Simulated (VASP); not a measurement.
Input of a VASP 6.6.1 run:

Contents of INCAR:

```
PREC = Accurate
ENCUT = 520
EDIFF = 1E-6
ISMEAR = 0
SIGMA = 0.02
LREAL = F
LASPH = T
NELM = 60
ALGO = Normal
ISIF = 2
LWAVE = F
LCHARG = F
GGA = PE
NBANDS = 11
```

Contents of KPOINTS:

```
regular mesh
0
Gamma
  8 8 8
```

Contents of POSCAR:

```
BeS
1.0
    0.0000000000      2.4620583061      2.4620583061
    2.4620583061      0.0000000000      2.4620583061
    2.4620583061      2.4620583061      0.0000000000
Be S
1 1
Direct
    0.0000000000      0.0000000000      0.0000000000
    0.2500000000      0.2500000000      0.2500000000
```

Potentials or basis: VASP PAW PBE potentials, release 64 (Be, S).

The run is started by

```console
$ cat potpaw_PBE.64/Be/POTCAR potpaw_PBE.64/S/POTCAR > POTCAR
$ mpirun -np 1 vasp_std > vasp.out
```

**Question.** What does it give for the pressure?

**Answer.** -2.6 GPa.

**Question.** What does it give for the band gap on the k mesh?

**Answer.** 3.21 eV, indirect (least direct gap 5.51 eV).

A k mesh can miss the band edges.
